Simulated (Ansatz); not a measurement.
Guessed and relaxed cells of C

A trial structure of C was built thus: random cell by space group and Wyckoff sites (P4/mmm, No. 123). Its size is a rough estimate.

start.cif

```cif
data_structure
_symmetry_space_group_name_H-M 'P 1'
_symmetry_Int_Tables_number 1
_cell_length_a 2.5975
_cell_length_b 2.5975
_cell_length_c 1.6237
_cell_angle_alpha 90.000
_cell_angle_beta 90.000
_cell_angle_gamma 90.000
_cell_volume 10.96
loop_
_atom_site_label
_atom_site_type_symbol
_atom_site_fract_x
_atom_site_fract_y
_atom_site_fract_z
_atom_site_occupancy
C1 C 0.50000 0.50000 0.00000 1
```

Level of theory: DFT PBE, scalar-relativistic, plane waves, PAW in Ansatz 0.2.0. Cutoff 420 eV, Gaussian smearing, Γ-centred meshes. Cell and atoms relax first on a coarse mesh and then on a finer one. In between, the cell is made exact in the group found at 0.06 Å. In metals the finer mesh still leaves noise of several meV/atom or more. The steps can't lower the symmetry of their start. No spin polarisation in the relaxation; trial moments died out in a coarse test.

end.cif

```cif
data_structure
_symmetry_space_group_name_H-M 'P 1'
_symmetry_Int_Tables_number 1
_cell_length_a 4.2486
_cell_length_b 4.2486
_cell_length_c 1.2823
_cell_angle_alpha 90.000
_cell_angle_beta 90.000
_cell_angle_gamma 90.000
_cell_volume 23.15
loop_
_atom_site_label
_atom_site_type_symbol
_atom_site_fract_x
_atom_site_fract_y
_atom_site_fract_z
_atom_site_occupancy
C1 C 0.50000 0.50000 0.00000 1
```

The symmetry stays P4/mmm (No. 123). The volume per atom grows by 111.3 %, from 11.0 to 23.1 Å³. The shortest distance goes from 1.62 Å (C–C) to 1.28 Å (C–C). The ratio c/a of the conventional cell changes by a factor of 0.48. The energy falls by about 2.5 eV/atom (the start's value is from the coarse mesh).

* Volume per atom: 23.1 Å³
* Density: 0.9 g/cm³
* Energy over the standard state: +0.97 eV/atom
* Gap on the 14×14×42 mesh of the 1-atom cell: 0 eV (a metal)

Energies count from the standard state of C at the same level. So it is a metastable form at best.

The last run used Gaussian smearing of 0.10 eV. No dispersion correction is applied, so the spacing and binding between layers, chains or molecules are poorly described. The reference form of C is held partly by dispersion forces, which this level lacks. A structure relaxed within its symmetry needn't be a true minimum. In all, the 4 runs took 4.4 min on 1 thread of Arm Neoverse N1, on a shared host. Another cell of C relaxed alike, in Pmma, lies 0.35 eV/atom lower, so this cell isn't the stable form at this level.
